Question

I took a small hexagonal nitrogen cell from a database and ran it as it came, then changed one thing at a time. I want the pressure to about 1 GPa and the electric field gradient at the nitrogen nucleus, Vzz, to about 5 %.

Nitrogen in a two-atom P6₃/mmc cell from the Materials Project, not relaxed, computed with Ansatz 0.2.0 using r2SCAN and scalar-relativistic frozen-core PAW, without spin. The cutoff is 500 eV, the k mesh 16 × 16 × 15 and the Fermi-Dirac smearing 0.05 eV. Pressure and stress are positive in compression; Vzz is the principal field gradient of largest magnitude.

```
           change from the base run  pressure (GPa)  stress xx (GPa)  stress zz (GPa)  stress xy (GPa)  Vzz at N (1e21 V/m^2)
                               base            6.53            10.91            -2.23             0.00                   2.54
              volume scaled by 0.95           19.62            22.93            13.01             0.00                   2.66
             volume scaled by 0.975           12.69            16.50             5.05             0.00                   2.60
             volume scaled by 1.025            1.06             5.97            -8.77             0.00                   2.49
              volume scaled by 1.05           -3.94             1.42           -14.67             0.00                   2.45
  atom 2 (N) moved by 0.08 angstrom            6.39            18.93            -3.30             7.12                   2.56
            xy shear strain of -2 %            6.58            11.13            -2.44             0.58                   2.55
z stretched by -2 % at fixed volume            8.54             4.41            16.79             0.00                   2.00
```

The pressure of the base run is modest and the forces on its atoms are zero. Is the cell good enough, so that I should now pay for a better level of theory? And why does Vzz hardly react to anything except the row in which z is stretched by −2 %?

Answer

Put the effort into the geometry first. All your rows share one level of theory, and small changes of the cell already move the results by more than you can tolerate. These numbers belong to a hypothetical metallic crystal in which each atom has six neighbours at about 1.9 Å. Ordinary nitrogen consists of N₂ molecules, so the tolerances below should not be carried over to it.

The pressure depends mainly on volume. At fixed shape the bulk modulus is about 230 GPa, because squeezing the crystal shortens every contact at once, so that none can lengthen to make up for another. An error of 0.4 % in volume therefore shifts the pressure by 1 GPa. That is only some 0.15 % in each cell edge, which is finer than a database cell can be trusted to match your functional.

The pressure is also an average, and here it averages opposites. In the base run the stress is 10.91 GPa in the plane and −2.23 GPa along z: the crystal is squeezed sideways and pulled lengthwise. Adding 3 % to the volume brings the pressure to zero, yet the two stresses still differ by about 15 GPa. Volume alone cannot cure a wrong shape.

The last row shows the cure. Despite its name, it shortens the cell edge c along z by 2 % and widens the plane by 1 %, so that the volume stays the same. The stress difference changes sign, which puts the balanced shape about halfway, near 1 % shortening. The energies would not have warned you: the two end shapes differ by less than 1 meV per cell because they lie on opposite sides of a minimum. A straight line through the stresses puts that minimum roughly 6 meV below the base run.

Vzz reacts to this change of shape because it measures how far the surroundings of the nucleus depart from even-handedness between z and the plane. A simple picture lets each of the six nearest neighbours contribute

(3 cos²θ − 1) / r³

where r is the distance to the neighbour and θ the angle between that direction and z. Neighbours near the z axis count as positive, neighbours near the plane as negative.

A regular octahedron standing on one of its faces is the simpler case to keep in mind. Its six corners all have cos²θ = 1/3, so their contributions vanish. In your crystal the upper three neighbours sit straight above the lower three instead of being twisted against them, but a twist about z leaves θ unchanged. The comparison holds for this angular factor, not for the bonding. Your base cell resembles an octahedron slightly elongated along z, and shortening c moves it back towards the point where the factor vanishes.

The estimate takes a few lines. Each neighbour lies c/2 above or below the atom and a/√3 to the side, where a is the cell edge in the plane. Hence

cos²θ = (c²/4) / (a²/3 + c²/4)

base run, a = 2.520 Å, c = 2.446 Å: cos²θ = 1.496/3.613 = 0.414, factor 0.242

shortened c, a = 2.545 Å, c = 2.397 Å: cos²θ = 1.4364/3.5954 = 0.3995, factor 0.1985

The factor falls by 18 %, and the slightly shorter distance hardly alters that. The computed Vzz falls by 21 %, from 2.54 to 2.00 × 10²¹ V/m². The model was scaled to the base run alone, so the shortened cell was not used to set its scale. For your 5 % target, c must be right to about half a per cent at fixed volume.

A change of volume at fixed shape leaves every angle alone, so in this picture it acts only through 1/r³, that is, through one over the volume. The model then gives a rise of about 5 % for a 5 % smaller cell, as the calculation does, and somewhat too large a fall on expansion. Its weak point is the choice of neighbours. If the next eight atoms are added as equal charges, the predicted fall for the shortened cell is only 8 %. That the nearest six dominate is plausible, since they shape the p electrons of the atom itself and a metal screens more distant charges, but only one row tests it.

The zero forces are the most misleading reassurance. They follow from the symmetry of the base cell and would be zero there even if the structure were unstable. It is: moving one atom sideways by 0.08 Å lowers the energy by 11 meV per cell, and the remaining force pushes the atom further out.

Pressure and Vzz barely notice that move, again because of symmetry. Turn the displacement by 120° about z, and then once more: all three versions are the same crystal seen from another side, so each must give the same pressure and the same Vzz. Yet the three displacements add up to nothing, so their first-order effects must add up to nothing too, and each is zero. The same argument covers the sheared cell. A shear stress has a direction and is not protected in this way; it jumps to 7.12 GPa when the atom moves.

This matters if you also want elastic data. The sheared row gives a stiffness of 29 GPa, but with the atoms held in place while the shear pushes on them. Since the atoms would rather slide away, it is not the stiffness of a relaxed crystal.

I would proceed in this order. First run the base cell once with spin allowed, starting from finite moments, because a magnetic solution would change the stresses and forces that guide a relaxation. Then relax volume and c together, to zero stress or to the pressure you want to study; this keeps the full symmetry and is cheap. Next displace an atom sideways and relax again without enforcing the old symmetry, which by scaling needs up to six times as many k points. If the atoms slide far, you have a different crystal, and the tolerances above must be worked out anew. Only then compare functionals. Include a check of the PAW files, which were made with PBE and used with r2SCAN: their effect on the absolute stress and Vzz is untested, so a well-relaxed cell makes your 1 GPa and 5 % meaningful but does not guarantee them. The sensitivities and both neighbour models are worked out row by row in the output below.

The analysis program printed:

```
Changes from base (models keep moved and sheared rows unchanged to first order):
                                  row  pressure change GPa  axial stress difference GPa  Vzz change %  six-neighbour model %  fourteen-neighbour model %
                                 base                    0                       -13.14             0                      0                           0
                volume scaled by 0.95                13.09                       -9.915         4.724                  5.263                       5.263
               volume scaled by 0.975                 6.16                       -11.46         2.362                  2.564                       2.564
               volume scaled by 1.025                -5.47                       -14.75        -1.969                 -2.439                      -2.439
                volume scaled by 1.05               -10.47                       -16.09        -3.543                 -4.762                      -4.762
    atom 2 (N) moved by 0.08 angstrom                -0.14                       -14.54        0.7874                      0                           0
              xy shear strain of -2 %                 0.05                       -13.53        0.3937                      0                           0
  z stretched by -2 % at fixed volume                 2.01                        12.38        -21.26                 -17.55                      -8.096
Bulk modulus at fixed shape (GPa): 232.6
Volume error that shifts the pressure by 1 GPa (%): 0.43
Volume scale at zero pressure by interpolation: 1.03
Axial stress difference left at zero pressure (GPa): -15.03
Change of c at fixed volume that balances the stress (%): -1.03
Error of c at fixed volume that shifts the axial difference by 1 GPa (%): 0.07839
Error of c at fixed volume that shifts Vzz by 5 % (%): 0.4704
Angular factor 3cos2-1 of the six neighbours in base: 0.2424
Neighbour distance in base (angstrom): 1.9
Free energy change on shortening c by 2 % (meV per cell): -0.774
Estimated energy at the balanced c against base (meV per cell): -5.709
Free energy change on moving atom 2 (meV per cell): -11.17
Force on moved atom along its displacement (eV/angstrom): 0.2395
Shear stress of moved atom predicted from force in sheared row (GPa): 7.558
Shear stress of moved atom computed (GPa): 7.12
Clamped-atom shear slope (GPa): 29
Largest factor in k points from lost symmetry: 6
```
